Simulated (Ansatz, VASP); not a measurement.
# Bi in VASP and in Ansatz

The input INCAR:

```
SYSTEM = Bi
PREC = Accurate
ENCUT = 600
EDIFF = 1E-6
ISMEAR = -1
SIGMA = 0.05
LREAL = .False.
LASPH = .True.
NELM = 80
ALGO = Normal
ISIF = 3
LWAVE = .False.
LCHARG = .False.
GGA = PS
IBRION = 2
NSW = 60
EDIFFG = -0.005
```

File KPOINTS:

```
regular mesh
0
Gamma
  12 12 12
  0 0 0
```

File POSCAR:

```
Bi
1.0
    3.2573011399      0.0000000000      0.0000000000
    0.0000000000      3.2573011399      0.0000000000
    0.0000000000      0.0000000000      3.2573011399
Bi
1
Direct
    0.0000000000      0.0000000000      0.0000000000
```

Input for Ansatz:

```yaml
crystal:
  lattice:
    - [3.2573011399, 0.0, 0.0]
    - [0.0, 3.2573011399, 0.0]
    - [0.0, 0.0, 3.2573011399]
  atoms:
    - { symbol: Bi, position: [0.0, 0.0, 0.0] }
kpoints:
  mp_grid: { grid: [12, 12, 12] }
scf:
  occupations: { method: fermi_dirac, width: 0.05 }
hamiltonian:
  xc: pbesol
  pseudopotentials: { kind: paw }
output:
  forces: true
  stress: true
relax:
  f_tol: 0.005
  max_steps: 40
  cell: {}
```

Alike in both runs: task relaxation of cell and atoms; functional PBEsol; k mesh 12 × 12 × 12; occupations fermi-dirac, width 0.05 eV; no spin polarisation.

```csv
,VASP,Ansatz
version,VASP 6.6.1,Ansatz 0.2.0
potentials or method,"VASP PAW PBE potentials, release 64 (Bi_d)","PAW with Ansatz's default frozen-core files, scalar-relativistic"
plane-wave cutoff (eV),600,420
valence electrons in the cell,15,15
```

|  | VASP | Ansatz | Ansatz less VASP |
| --- | --- | --- | --- |
| relaxed volume (Å³/atom) | 33.43 | 33.50 | +0.073 |
| relaxed cell length with the largest relative difference (Å) | 3.221 | 3.224 | +0.0024 |
| energy change over the relaxation (meV/atom) | -6 | -5 | +0.1 |

Caveats: the PAW data sets were made with another functional, which shifts forces and pressure a little (VASP).
